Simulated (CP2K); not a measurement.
Runs of CP2K 2026.2 on Zn. Symmetry: P6_3/mmc, No. 194, hexagonal system. The conventional cell has a = 2.670 Å, b = 2.670 Å, c = 4.966 Å, α = 90.00°, β = 90.00°, γ = 120.00°. Zn (site symmetry -6m2) has 12 Zn at 2.67 to 2.92 Å as nearest neighbours. 

```csv
level,D3 from the s-dftd3 library (D3_REFERENCE_CODE),cutoff radius of the dispersion sum (A),cutoff of the non-local correlation (Ry),gap on the mesh (eV),pressure (GPa)
r2SCAN+D3(BJ),yes,20,-,none,(a)
r2SCAN+D4,-,20,-,none,-6.9
r2SCAN+D3(BJ)+ATM,yes,20,-,none,-7.4
r2SCAN,-,-,-,none,-5.9
r2SCAN+rVV10,-,-,300,none,-6.9
```

Alike in all rows: task single point; potentials or basis POTENTIAL_UZH Zn GTH-SCAN-q12; TZVP-MOLOPT-SCAN-GTH basis; no spin polarisation; cell as given; k mesh 11 × 11 × 6; smearing fermi-dirac 0.05 eV.

Question: Fill in the values left out.

Answer: (a) -7.9.

Caveats: the basis of atomic orbitals isn't converged, which shifts pressures, moduli and gaps; pairwise dispersion overbinds metals, which lowers pressure and volume (some runs).

A gap of «none» marks a metal or a gap under the smearing width.

Runs at the PBE level aren't shown here.
